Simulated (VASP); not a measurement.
Wanted: the native input for a VASP 6.6.1 run.

```
Task                   : single point
Functional             : r2SCAN
Potentials or basis    : VASP PAW PBE potentials, release 64 (Li_sv, O)
Cutoff                 : 520 eV
k mesh                 : 2 × 2 × 2
Occupations            : fermi-dirac, width 0.05 eV
Spin                   : no spin polarisation
Dipole correction      : no
Further INCAR settings : LREAL = Auto; ALGO = Normal; EDIFF = 1e-06; NBANDS = 64
```

The system is Li15O8 (a cell with a defect).

```
CELL_PARAMETERS angstrom
0.00000 4.67327 4.67327
4.67327 0.00000 4.67327
4.67327 4.67327 0.00000
ATOMIC_POSITIONS crystal
Li 0.12674 0.15933 0.12315
Li 0.38982 0.32208 0.34668
Li 0.09625 0.16365 0.62984
Li 0.42755 0.34707 0.88466
Li 0.11997 0.65191 0.10418
Li 0.47970 0.90077 0.33111
Li 0.15836 0.63162 0.63548
Li 0.37668 0.88089 0.87809
Li 0.85766 0.37000 0.42946
Li 0.58388 0.19255 0.58215
Li 0.82457 0.34005 0.94044
Li 0.64191 0.62218 0.10156
Li 0.87999 0.95487 0.32101
Li 0.63198 0.65515 0.62800
Li 0.84274 0.96340 0.88427
O 0.04685 0.97647 0.01122
O 0.99111 0.03262 0.52123
O 0.99477 0.49138 0.03189
O 0.99323 0.49945 0.52343
O 0.50972 0.99066 0.99470
O 0.51208 0.99583 0.52807
O 0.50411 0.50912 0.97729
O 0.53527 0.51845 0.48644
```

One way to write it, as run:

POSCAR

```
Li15O8
1.0
    0.0000000000      4.6732700000      4.6732700000
    4.6732700000      0.0000000000      4.6732700000
    4.6732700000      4.6732700000      0.0000000000
Li O
15 8
Direct
    0.1267420885      0.1593316885      0.1231471753
    0.3898233999      0.3220764047      0.3466844415
    0.0962495212      0.1636541437      0.6298373516
    0.4275485902      0.3470696108      0.8846589219
    0.1199695288      0.6519096906      0.1041775887
    0.4796962298      0.9007718364      0.3311064843
    0.1583580662      0.6316241090      0.6354758017
    0.3766848481      0.8808928224      0.8780896460
    0.8576649755      0.3699978816      0.4294637374
    0.5838845177      0.1925525382      0.5821512560
    0.8245725156      0.3400509707      0.9404442714
    0.6419059887      0.6221767627      0.1015562978
    0.8799940941      0.9548667207      0.3210064901
    0.6319771809      0.6551515320      0.6279970984
    0.8427396662      0.9634046396      0.8842737526
    0.0468515622     -0.0235274230      0.0112234046
   -0.0088909907      0.0326216974      0.5212303162
   -0.0052318826      0.4913796977      0.0318941555
   -0.0067725597      0.4994468541      0.5234343404
    0.5097180347     -0.0093403548     -0.0052960775
    0.5120825461     -0.0041726671      0.5280670708
    0.5041116820      0.5091188825     -0.0227142879
    0.5352675964      0.5184485382      0.4864366921
```

INCAR.step1

```
SYSTEM = Li15O8
  PREC = Accurate
  ENCUT = 520
  ISMEAR = -1
  SIGMA = 0.05
  LREAL = Auto
  LASPH = .True.
  NELM = 100
  NBANDS = 64
  GGA = PE
  ALGO = Normal
  EDIFF = 1E-4
  LWAVE = .True.
  LCHARG = .False.
```

INCAR.step2

```
SYSTEM = Li15O8
  PREC = Accurate
  ENCUT = 520
  EDIFF = 1E-6
  ISMEAR = -1
  SIGMA = 0.05
  LREAL = Auto
  LASPH = .True.
  NELM = 100
  ALGO = Normal
  ISIF = 2
  LWAVE = .False.
  LCHARG = .False.
  METAGGA = R2SCAN
  LMIXTAU = .True.
  NBANDS = 64
  ISTART = 1
```

KPOINTS

```
Automatic mesh
0
Gamma
  2 2 2
  0 0 0
```

Potentials or basis: VASP PAW PBE potentials, release 64 (Li_sv, O).

The run is started by

```bash
$ cat potpaw_PBE.64/Li_sv/POTCAR potpaw_PBE.64/O/POTCAR > POTCAR
$ cp INCAR.step1 INCAR
$ mpirun -np 1 vasp_std > vasp.out
$ cp INCAR.step2 INCAR
$ mpirun -np 1 vasp_std > vasp.out
```

It gave:

```
Largest force          : 2.409 eV/Å
Band gap on the k mesh : none (metal or under the smearing width)
```

Caveat: the k mesh is coarse (spacing up to 0.58 Å⁻¹), so the values aren't converged; the PAW data sets were made with another functional, which shifts forces and pressure a little; an odd number of electrons without spin polarisation forces a metal; a magnetic or distorted state may lie lower.

It took 14 min on 1 thread of Intel(R) Xeon(R) Platinum 8488C (Sapphire Rapids), with other jobs on the host, peak memory 0.37 GiB.
